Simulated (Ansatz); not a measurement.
BN (started from an entry of an open crystallographic database), relaxed with r2SCAN+rVV10. It is hexagonal, P-6m2 (No. 187); a = 2.500 Å, c = 6.505 Å in the conventional setting, 8.80 Å³ an atom. Around B lie 3 N at 1.44 Å; around N lie 3 B at 1.44 Å.

3 runs of the PAW code Ansatz on this cell differ in the functional (and in the settings that go with it). Levels are in eV from each run's valence top; v1 is the last filled band, c1 the first empty one.

Run A, mean stress -0.4 GPa (compression positive):
```tsv
point	v5	v3	v1	c1	c2	c3
Γ	-4.46	-1.68	-1.56	7.15	12.90	13.98
M	-9.77	-4.60	-0.74	6.34	7.72	11.90
K	-8.72	-7.97	-0.03	6.50	7.00	14.88
A	-5.82	-1.67	-1.56	9.82	9.86	14.01
```

Run B, mean stress +0.7 GPa (compression positive):
```tsv
point	v5	v3	v1	c1	c2	c3
Γ	-4.17	-1.44	-1.33	5.72	11.26	12.35
M	-9.20	-4.24	-0.69	4.90	6.23	10.33
K	-8.19	-7.48	-0.03	5.05	5.55	13.51
A	-5.45	-1.44	-1.33	8.30	8.35	12.37
```

Run C, mean stress -3.6 GPa (compression positive):
```tsv
point	v5	v3	v1	c1	c2	c3
Γ	-4.09	-1.44	-1.31	5.02	10.18	11.42
M	-8.81	-4.12	-0.72	4.19	5.44	9.61
K	-8.00	-7.05	-0.03	4.28	4.77	12.49
A	-5.39	-1.44	-1.31	7.52	7.55	11.44
```

Q: Match the runs to LDA, r2SCAN, DDH-PBE0.

A: A is DDH-PBE0, B is r2SCAN, C is LDA. In order of the gap: LDA 4.19, r2SCAN 4.90, DDH-PBE0 6.34 eV.

Spin-unpolarised throughout; all numbers are computed.

The program warns that its thresholds are loose for a hybrid's stress.

The meshes of the hybrids are coarse, so their gaps aren't converged to the digits shown.
